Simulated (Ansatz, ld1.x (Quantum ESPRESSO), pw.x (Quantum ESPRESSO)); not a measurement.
**pw.x on sc B: one setting changed**

Potential: norm-conserving Troullier–Martins (Kleinman–Bylander form), ld1.x (Quantum ESPRESSO) 7.5, PBE; core [He], reference 2s2 2p1; waves: 2s (bound): rc 1.25 bohr; 2p (bound): rc 1.95 bohr; 3d channel at 0.05 Ry: rc 1.95 bohr; local part: all-electron potential smoothed inside 1.25 bohr (lloc = -2); core correction: none.

The reference run (k-mesh 17³, cutoffs 70/280 Ry, Fermi–Dirac 0.01 Ry, mixing_beta 0.4, conv_thr 1e-9, no spin) gives -2.94 GPa at 6.721 Å³/atom, where all-electron LAPW gives -0.49 GPa. This run, with its own iteration cap, changes diagonalization to cg.

```
&control
  calculation='scf', prefix='x', pseudo_dir='./', outdir='./tmp', tstress=.true., disk_io='none'
/
&system
  ibrav=0, nat=1, ntyp=1, ecutwfc=70, ecutrho=280, nbnd=8,
  occupations='smearing', smearing='fd', degauss=0.01
/
&electrons
  conv_thr=1e-09, mixing_beta=0.4, electron_maxstep=60, diagonalization='cg'
/
ATOMIC_SPECIES
B 1.0 B.UPF
CELL_PARAMETERS angstrom
  1.88717119 0.00000000 0.00000000
  0.00000000 1.88717119 0.00000000
  0.00000000 0.00000000 1.88717119
ATOMIC_POSITIONS crystal
B 0.0000 0.0000 0.0000
K_POINTS automatic
17 17 17 0 0 0
```

```bash
pw.x < B.scf.in > B.scf.out
```

Task: How does the run end?

Result: It converges in 5 iterations; the free energy moves by +0.0 meV/atom and the pressure by +0.00 GPa. The result is that of the reference run.

```
Message from routine setup:
     using ibrav=0 with symmetry is DISCOURAGED, use correct ibrav instead
     lattice parameter (alat)  =       3.5662  a.u.
     unit-cell volume          =      45.3556 (a.u.)^3
     number of electrons       =         3.00
     number of Kohn-Sham states=            8
     kinetic-energy cutoff     =      70.0000  Ry
     charge density cutoff     =     280.0000  Ry
     scf convergence threshold =      1.0E-09
     Exchange-correlation= PBE
     number of k points=   165  Fermi-Dirac smearing, width (Ry)=  0.0100
     iteration #  1     ecut=    70.00 Ry     beta= 0.40
     total energy              =      -5.59093996 Ry
     estimated scf accuracy    <       0.00262412 Ry
     iteration #  2     ecut=    70.00 Ry     beta= 0.40
     total energy              =      -5.59116812 Ry
     estimated scf accuracy    <       0.00087754 Ry
     iteration #  3     ecut=    70.00 Ry     beta= 0.40
     total energy              =      -5.59119991 Ry
     estimated scf accuracy    <       0.00000286 Ry
     iteration #  4     ecut=    70.00 Ry     beta= 0.40
     total energy              =      -5.59120112 Ry
     estimated scf accuracy    <       0.00000003 Ry
     iteration #  5     ecut=    70.00 Ry     beta= 0.40
     the Fermi energy is    10.3195 ev
!    total energy              =      -5.59120113 Ry
     estimated scf accuracy    <          3.5E-10 Ry
     smearing contrib. (-TS)   =      -0.00136802 Ry
     The total energy is F=E-TS. E is the sum of the following terms:
     one-electron contribution =       3.63928668 Ry
     hartree contribution      =       0.07474895 Ry
     xc contribution           =      -2.14346984 Ry
     ewald contribution        =      -7.16039889 Ry
     convergence has been achieved in   5 iterations
          total   stress  (Ry/bohr**3)                   (kbar)     P=      -29.44
     Message from routine punch:
     Nothing written, as per user request (disk_io='none')
```

The run took about 4 s on one core of a shared host (Neoverse-V1, 32 threads, 247 GiB, load 13).
